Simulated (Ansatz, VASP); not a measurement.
# Two plane-wave programs on CaO

```
Ca O
1.0
     0.00000    2.41542    2.41542
     2.41542    0.00000    2.41542
     2.41542    2.41542    0.00000
Ca O
1 1
Direct
  0.50000 0.50000 0.50000
  0.00000 0.00000 0.00000
```

Alike in both runs: task single point; functional PBEsol; k mesh 12 × 12 × 12; occupations gaussian, width 0.05 eV; no spin polarisation.

```csv
,VASP,Ansatz
version,VASP 6.6.1,Ansatz 0.2.0
potentials or method,"VASP PAW PBE potentials, release 64 (Ca_sv, O)","scalar-relativistic, plane waves, PAW"
plane-wave cutoff (eV),520,420
valence electrons in the cell,16,16
```

```csv
,VASP,Ansatz,Ansatz less VASP
gap on the k mesh at the Fermi level (eV),3.54,3.56,+0.020
least direct gap on the mesh (eV),3.92,3.94,+0.019
pressure (GPa),-3.7,-4.2,-0.54
```

Caveats: the PAW data sets were made with another functional, which shifts forces and pressure a little (VASP). A k mesh can miss the band edges.
